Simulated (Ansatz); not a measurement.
Sb: tetragonal deformation path

These are results of DFT PBE, scalar-relativistic, plane waves, PAW in Ansatz, not measurements. Cutoff 420 eV, Γ-centred 16×16×16 k-points, Gaussian smearing of 0.15 eV. No spin polarisation. Energies are free energies at this smearing, counted from the undisturbed cell; pressure is positive in compression.

Zero of the scan (as given, not relaxed at this level; it stands at -2.5 GPa; this simple cubic form isn't the usual structure):

```yaml
crystal:
  lattice:
    - [3.16000, 0.00000, 0.00000]
    - [0.00000, 3.16000, 0.00000]
    - [0.00000, 0.00000, 3.16000]
  atoms:
    - { symbol: Sb, position: [0.00000, 0.00000, 0.00000] }
```

At fixed volume and fractional coordinates, lengths along (0.000, 0.000, 1.000) are scaled against those across it; ρ is that ratio over its starting value. The cell is metallic on the mesh throughout.

| ρ | ΔE (meV/atom) | pressure (GPa) |
| --- | --- | --- |
| 0.650 | 1765.2 | 25.0 |
| 0.707 | 1082.4 | 13.4 |
| 0.780 | 514.1 | 5.2 |
| 0.850 | 197.4 | 0.5 |
| 0.920 | 41.9 | -1.8 |
| 0.960 | 8.8 | -2.3 |
| 1.000 | 0.0 | -2.5 |
| 1.050 | 14.0 | -2.2 |
| 1.100 | 52.0 | -1.5 |
| 1.200 | 170.5 | 0.6 |
| 1.300 | 307.2 | 3.6 |
| 1.414 | 475.0 | 8.1 |
| 1.500 | 626.8 | 12.0 |